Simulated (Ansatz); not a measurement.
# AlN: the cost of one run

Computed with Ansatz 0.2.0 (DFT PBEsol, scalar-relativistic, plane waves, PAW, unless a step's input says otherwise).

That is the level of the relaxation; later steps name their own.

## Step 1: The structure to begin with

Symmetry: Fm-3m, No. 225, cubic system. Conventional cell: a = 4.069 Å, b = 4.069 Å, c = 4.069 Å, α = 90.00°, β = 90.00°, γ = 90.00°. Al (site symmetry m-3m) is surrounded by 6 N at 2.03 Å. N (site symmetry m-3m) is surrounded by 6 Al at 2.03 Å.

Structure file:

```xyz
2
Lattice="0.0000 2.0345 2.0345 2.0345 0.0000 2.0345 2.0345 2.0345 0.0000" Properties=species:S:1:pos:R:3 pbc="T T T"
Al    0.0000    0.0000    0.0000
N     2.0345    2.0345    2.0345
```

(A quick probe on a coarse mesh, which set the mesh and smearing, is not shown.)

## Step 3: The relaxation

input.yaml reads:

```yaml
crystal:
  lattice:
    - [0.0, 2.034518, 2.034518]
    - [2.034518, 0.0, 2.034518]
    - [2.034518, 2.034518, 0.0]
  atoms:
    - { symbol: Al, position: [0.0, 0.0, 0.0] }
    - { symbol: "N", position: [0.5, 0.5, 0.5] }
basis:
  ecutwfc: 420
kpoints:
  mp_grid: { grid: [10, 10, 10] }
hamiltonian:
  xc: pbesol
scf:
  occupations: { method: gaussian, width: 0.02 }
output:
  forces: true
  stress: true
  eigenvalues: true
relax:
  adjacent_minimum: "off"
  f_tol: 0.005
  max_steps: 80
  cell: { stress_tol: 0.05 }
```

Launch:

```
ansatz run input.yaml --threads 1 --pin off --max-ram 2560MiB --backend cpu --events-out ev --progress --plain --runs-dir out
```

**Question.** How long does this run take on 1 thread of Arm Neoverse V2, shared host, and how much memory does it need?

About 3.5 s, with a peak of 0.26 GiB.
